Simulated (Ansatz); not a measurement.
Starting cell, Li2O (anti-fluorite):

```xyz
6
Lattice="0.0000 4.6261 4.6261 2.3131 2.3131 4.6261 2.3131 2.3131 0.0000" Properties=species:S:1:pos:R:3 pbc="T T T"
O      0.0000     0.0000     0.0000
O      2.3131     4.6261     6.9392
Li     1.1565     5.7827     5.7827
Li     1.1565     3.4696     3.4696
Li     3.4696     3.4696     3.4696
Li     3.4696     5.7827     5.7827
```

The atoms are displaced by Q × the pattern below (from a DFPT mode at X = (0.5, 0.5, 0.0), largest move 1; Q in Å), at fixed cell. (q is in reciprocal vectors of the primitive cell; the cell shown is doubled to hold the pattern.)

```csv
atom,x,y,z
Li3,0.000,0.000,1.000
Li4,0.000,0.000,-1.000
Li5,0.000,0.000,1.000
Li6,0.000,0.000,-1.000
```

Atoms not listed stay in place.

All values below come from PBE (plane waves to 420 eV, PAW, scalar-relativistic; Ansatz, a program for electronic structure). k mesh 12×12×12 (Γ-centred), Fermi-Dirac smearing 0.05 eV. E stands for the smeared free energy. Li2O was relaxed with its symmetry unable to fall. The zero of ΔE is the undisplaced structure.

```csv
Q (Å),ΔE (meV/cell)
-0.2800,withheld
-0.2333,142.3
-0.1867,88.1
-0.1400,48.2
-0.0933,20.9
-0.0467,5.2
0.0000,0.0
0.0467,5.2
0.0933,20.9
0.1400,48.2
0.1867,88.1
0.2333,142.3
0.2800,withheld
```

Problem. Fit an even polynomial form (powers 2, 4) to the given rows and predict ΔE at Q = -0.2800.

Solution. Least squares on the 11 given rows: ΔE = (2370)·Q² + (4488)·Q⁴, in meV/cell with Q in Å; root-mean-square residual 0.04 meV/cell. At -0.2800 the fit gives 213.4 meV/cell; the calculation gives 212.7 meV/cell, so the extrapolation is off by 0.7 (+0.3 %). The quadratic term alone would give 185.8 meV/cell.

(A displaced cell: forces are minus the slopes of the energy, force constants its curvatures, and phonons follow from these.)
